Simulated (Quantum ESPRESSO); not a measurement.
Here is a Quantum ESPRESSO 7.5 calculation.

The input pw.in:

```
&CONTROL
  calculation = 'scf'
  prefix = 'pwscf'
  outdir = './tmp'
  pseudo_dir = './pseudo'
  tprnfor = .true.
  tstress = .true.
  disk_io = 'nowf'
/
&SYSTEM
  ibrav = 0
  nat = 2
  ntyp = 2
  ecutwfc = 70
  nbnd = 14
  occupations = 'smearing'
  smearing = 'fd'
  degauss = 0.00367493
/
&ELECTRONS
  conv_thr = 4d-10
  electron_maxstep = 120
  mixing_beta = 0.5
/
ATOMIC_SPECIES
Cl    35.4500 Cl_ONCV_PBE-1.2.upf
Na    22.9898 Na_ONCV_PBE-1.2.upf
CELL_PARAMETERS angstrom
   0.0000000000    2.7940632177    2.7940632177
   2.7940632177    0.0000000000    2.7940632177
   2.7940632177    2.7940632177    0.0000000000
ATOMIC_POSITIONS crystal
Cl     0.5000000000    0.5000000000    0.5000000000
Na     0.0000000000    0.0000000000    0.0000000000
K_POINTS automatic
5 5 5 0 0 0
```

Potentials or basis: SG15 PBE 1.2.

Command:

```console
$ OMP_NUM_THREADS=1 mpirun -n 2 pw.x -nk 2 -in pw.in > pw.out
```

(1) Predict the band gap on the k mesh.

(2) Predict the pressure.

Results:

(1) 5.23 eV, direct.

(2) 1.4 GPa.

Caveat: this potential file gives levels or pressures that part from those of other sets.
